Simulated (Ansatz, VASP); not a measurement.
**Mo in VASP and in Ansatz**

The input INCAR:

```
ALGO = Fast ; EDIFF = 1E-6
ENCUT = 520 ; GGA = PE
ISIF = 2 ; ISMEAR = 0
LASPH = T ; LCHARG = T
LELF = T ; LREAL = F
LVHAR = T ; LWAVE = F
NBANDS = 13 ; NELM = 60
PREC = Accurate ; SIGMA = 0.15
```

KPOINTS

```
k-points
0
Gamma
  22 22 22
```

Contents of POSCAR:

```
Mo
1.0
    0.0000000000      2.1614932571      1.8521835720
    2.1614932571      0.0000000000      1.8521835720
    2.1614932571      2.1614932571      0.0000000000
Mo
1
Direct
    0.0000000000      0.0000000000      0.0000000000
```

Input for Ansatz:

```yaml
crystal:
  lattice:
    - [0.0, 2.1614932571, 1.852183572]
    - [2.1614932571, 0.0, 1.852183572]
    - [2.1614932571, 2.1614932571, 0.0]
  atoms:
    - { symbol: Mo, position: [0.0, 0.0, 0.0] }
basis:
  ecutwfc: 420
kpoints:
  mp_grid: { grid: [22, 22, 22] }
hamiltonian:
  xc: pbe
scf:
  occupations: { method: gaussian, width: 0.15 }
output:
  forces: true
  stress: true
  eigenvalues: true
  write_density: true
  write_potential: true
  elf: true
  volumetric_format: npy
```

Alike in both runs: task single point; functional PBE; k mesh 22 × 22 × 22; occupations gaussian, width 0.15 eV; no spin polarisation.

|  | VASP | Ansatz |
| --- | --- | --- |
| version | VASP 6.6.1 | Ansatz 0.2.0 |
| potentials or method | VASP PAW PBE potentials, release 64 (Mo_sv) | scalar-relativistic, plane waves, PAW |
| plane-wave cutoff (eV) | 520 | 420 |
| valence electrons in the cell | 14 | 14 |

|  | VASP | Ansatz | Ansatz less VASP |
| --- | --- | --- | --- |
| gap on the k mesh at the Fermi level (eV) | none | none | - |
| pressure (GPa) | -16.2 | -16.6 | -0.39 |
| largest component of the traceless stress (GPa) | 15.41 | 15.42 | +0.012 |

A gap of «none» marks a metal or a gap that the smearing closes.

Caveats: so large a pressure means that the cell lies far from this level's equilibrium, or that cutoff or potentials fall short (VASP).
